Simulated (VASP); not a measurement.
ZrO2:

```
Zr O
1.0
     0.00000    2.55857    2.55857
     2.55857    0.00000    2.55857
     2.55857    2.55857    0.00000
Zr O
1 2
Cartesian
  0.0000 0.0000 0.0000
  1.2793 1.2793 1.2793
  3.8379 3.8379 3.8379
```

The cell was built by a generator and needn't be a form met in nature.

Program: VASP 6.6.1. Alike in all runs: potentials or basis VASP PAW PBE potentials, release 64 (Zr_sv, O); no spin polarisation; cell as given; cutoff (eV) 520; smearing gaussian 0.02 eV.

Task: Order these runs on this cell by their band gap on the k mesh, lowest first.
A. level PBE0; k mesh 6 × 6 × 6; grid for exact exchange (PRECFOCK) Fast; exchange at q = 0 truncated
B. level r2SCAN; k mesh 10 × 10 × 10
C. level HSE06; k mesh 8 × 8 × 8; grid for exact exchange (PRECFOCK) Fast; screening parameter 0.2 1/A

Result: B (3.82 eV), C (4.94 eV), A (5.66 eV).

A k mesh can miss the band edges.

Runs at the PBE level aren't shown here.
